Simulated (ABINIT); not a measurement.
Crystal: SrO.

```
Sr O
1.0
     0.00000    2.56630    2.56630
     2.56630    0.00000    2.56630
     2.56630    2.56630    0.00000
Sr O
1 1
Direct
  0.50000 0.50000 0.50000
  0.00000 0.00000 0.00000
```

Base run:

| Quantity | Value |
| --- | --- |
| Program | ABINIT 10.8.3 (patched build) |
| Functional | TB-mBJ |
| Potentials or basis | JTH PAW PBE v2.0 |
| Cutoff | 762 eV |
| k mesh | 9 × 9 × 9 |
| Occupations | fermi-dirac, width 0.05 eV |
| Spin | no spin polarisation |

Its results: band gap on the k mesh 5.12 eV, indirect (least direct gap 5.17 eV).

Question: After a change of settings the same cell gave: band gap on the k mesh 3.49 eV, indirect (least direct gap 3.57 eV). Which change was it?
A. functional from TB-mBJ to r2SCAN
B. functional from TB-mBJ to PBEsol
C. functional from TB-mBJ to SCAN
D. functional from TB-mBJ to RPBE

Answer: D.

Caveats: the constant c of TB-mBJ comes from the pseudo density here, which moves gaps by up to 0.3 eV between sets of potentials (some runs).
